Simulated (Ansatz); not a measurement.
This session for band-curvature effective masses by finite differences of SnTe, space group F-43m with Ansatz 0.2.0 through its Python package holds a mistake.

Run as a notebook:

In [1]:
```python
import ansatz as az
from ase import Atoms
import numpy as np
```

In [2]:
```python
atoms = Atoms(
    ["Sn", "Te"],
    scaled_positions=[
        (0.0, 0.0, 0.0),
        (0.75, 0.75, 0.75),
    ],
    cell=[
        (0.0, 3.611146, 3.611146),
        (3.611146, 0.0, 3.611146),
        (3.611146, 3.611146, 0.0),
    ],
    pbc=True,
)
atoms.set_initial_charges([0.5] * len(atoms))
system = az.Crystal.from_ase(atoms)
```
```text
Traceback (most recent call last):
  File "<cell 2>", line 15, in <module>
    system = az.Crystal.from_ase(atoms)
  ...
ansatz.errors.InputError: Crystal.from_ase: the Atoms holds initial charges, the first 0.5 on atom 0, and a crystal holds none on an atom; clear them (atoms.set_initial_charges()) and state the electrons removed on the calculation, .charge(…)  [total_charge]
```

What is wrong, and how is it mended?

The fault: the ASE atoms carry initial charges, which from_ase refuses. The change:

```diff
--- before
+++ after
@@
 )
-atoms.set_initial_charges([0.5] * len(atoms))
 system = az.Crystal.from_ase(atoms)
```

Run as a notebook:

(earlier cells as before)

In [2]:
```python
atoms = Atoms(
    ["Sn", "Te"],
    scaled_positions=[
        (0.0, 0.0, 0.0),
        (0.75, 0.75, 0.75),
    ],
    cell=[
        (0.0, 3.611146, 3.611146),
        (3.611146, 0.0, 3.611146),
        (3.611146, 3.611146, 0.0),
    ],
    pbc=True,
)
system = az.Crystal.from_ase(atoms)
```

In [3]:
```python
len(system.resolved().sites)
```
Out [3]:
```text
2
```

In [4]:
```python
calculation = system.calculation()
calculation = calculation.basis(16 * az.Ha)
calculation = calculation.functional("LDA")
calculation = calculation.kpoints(6, center="gamma")
calculation = calculation.occupations("fixed")
out = calculation.band_table().run(threads=1)
summary = out.report
```

In [5]:
```python
out.lattice.cell_ang
```
Out [5]:
```text
array([[0.      , 3.611146, 3.611146],
       [3.611146, 0.      , 3.611146],
       [3.611146, 3.611146, 0.      ]])
```

In [6]:
```python
levels = np.array(summary["eigenvalues_ev"])
filled = round(summary["n_electrons"] / 2)
edges = {"top filled band": (filled - 1, levels[:, filled - 1].argmax()), "lowest empty band": (filled, levels[:, filled].argmin())}
gap = levels[:, filled].min() - levels[:, filled - 1].max()
print(f"gap on the mesh {gap:.3f} eV")
if gap <= 0.05:
    print("no gap: band-edge masses have no meaning here")
    edges = {}
reciprocal = 2 * np.pi * np.linalg.inv(out.lattice.cell_ang).T
step = 0.01  # 1/A
```
```text
gap on the mesh 0.201 eV
```

In [7]:
```python
pairs = [(0, 1), (0, 2), (1, 2)]
moves = [sign * axis for axis in np.eye(3) for sign in (-1, 1)]
moves += [s1 * np.eye(3)[i] + s2 * np.eye(3)[j] for i, j in pairs for s1 in (1, -1) for s2 in (1, -1)]
for name, (band, index) in edges.items():
    together = int(np.sum(np.abs(levels[index] - levels[index, band]) < 2e-3))
    print(name, "at k =", np.round(summary["kpoints_frac"][index], 4), f"E = {levels[index, band]:.4f} eV, degeneracy {together}")
    centre = np.array(summary["kpoints_frac"][index]) @ reciprocal
    points = [centre] + [centre + step * move for move in moves]
    table = calculation.band_structure(points, intervals=1, cartesian=True).run(threads=1).band_structure().channels[0].eigenvalues_ev
    if together > 1:
        level = np.flatnonzero(np.abs(levels[index] - levels[index, band]) < 2e-3)
        along = (table[1, level] + table[2, level] - 2 * table[0, level]) / step ** 2
        print("  degenerate level, no single mass tensor; masses of its branches along x:", np.round(7.61996 / along, 3), "m_e")
        continue
    e = table[:, band]
    hessian = np.diag((e[1:7:2] + e[2:7:2] - 2 * e[0]) / step ** 2)
    for (i, j), (pp, pm, mp, mm) in zip(pairs, e[7:].reshape(3, 4)):
        hessian[i, j] = hessian[j, i] = (pp - pm - mp + mm) / (4 * step ** 2)
    curvatures, axes = np.linalg.eigh(hessian)
    slope = (e[2:7:2] - e[1:7:2]) / (2 * step)
    print("  slope (eV A):", np.round(slope, 3) + 0.0, "" if np.abs(slope).max() < 0.05 else "- no extremum here, so these are local curvatures and no band-edge masses")
    for curvature, axis in zip(curvatures, axes.T):
        print(f"  principal mass {7.61996 / curvature:8.3f} m_e along", np.round(axis, 2) + 0.0)
```
```text
top filled band at k = [ 0.1667 -0.5    -0.3333] E = 4.4798 eV, degeneracy 1
  slope (eV A): [0.    2.335 0.   ] - no extremum here, so these are local curvatures and no band-edge masses
  principal mass   -0.259 m_e along [ 0.  0. -1.]
  principal mass   -0.851 m_e along [-1.  0.  0.]
  principal mass   -0.970 m_e along [ 0. -1.  0.]
lowest empty band at k = [ 0.  -0.5 -0.5] E = 4.6806 eV, degeneracy 1
  slope (eV A): [0. 0. 0.]
  principal mass    1.965 m_e along [1. 0. 0.]
  principal mass    0.362 m_e along [ 0.    0.15 -0.99]
  principal mass    0.362 m_e along [0.   0.99 0.15]
```

Spin-orbit coupling, left out here, can change this gap by several tenths of an eV, and inverted bands can meet off the mesh. The computed bands are complete only to about 4.1 eV above the Fermi level. The structure comes from a database of computed cells and needn't be a stable or known phase. Gaps and levels are Kohn-Sham values on a finite set of k-points, without spin-orbit coupling. The masses are finite-difference curvatures at extrema found on a coarse mesh, which needn't be the true band edges; a step that is long against the gap makes them too heavy. Negative values are curvatures of valence bands (the hole mass is their size). Spin-orbit coupling is left out, and light masses scale with the Kohn-Sham gap. Hardware and time: 9.5 s on 1 thread of Intel(R) Xeon(R) Processor @ 2.30GHz, with other jobs on the host, peak memory 0.55 GiB.
